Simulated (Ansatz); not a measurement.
## α-phase Li3N

The numbers are results of PBEsol-D3(BJ) (plane waves, PAW; Ansatz, a program for electronic structure), not measurements.

Numerical settings: plane-wave cutoff 520 eV, 12×12×10 k mesh (along the axes of the cell as run), Fermi–Dirac smearing 0.01 eV, scalar-relativistic PAW data made under PBE.

Cell (relaxed at this level):

```
CELL_PARAMETERS angstrom
      1.77014    -3.06598     0.00000
      1.77014     3.06598     0.00000
      0.00000     0.00000     3.77022
ATOMIC_POSITIONS crystal
  Li 0.33333 0.66667 0.00000
  Li 0.66667 0.33333 0.00000
  Li 0.00000 0.00000 0.50000
  N  0.00000 0.00000 0.00000
```

For α-phase Li3N, the bulk modulus is 60.5 GPa and the band gap comes out as 1.09 eV (indirect). The smallest direct gap on the k points sampled is 1.47 eV and the pressure derivative B′ of the bulk modulus comes out as 3.8.

Measured, for comparison: band gap 2.15 eV (4 K, zero-point motion not removed, indirect, optical absorption, E parallel c; as tabulated in Brendecke and Bludau (1979), doi:10.1063/1.326533). Computed (rounded) less measured: band gap -1.06 eV.

Note: the bulk modulus comes from volumes at which shape and atoms were relaxed.

Static lattice: no zero-point or thermal effects.

Computing time: around 80 core-seconds (rough).
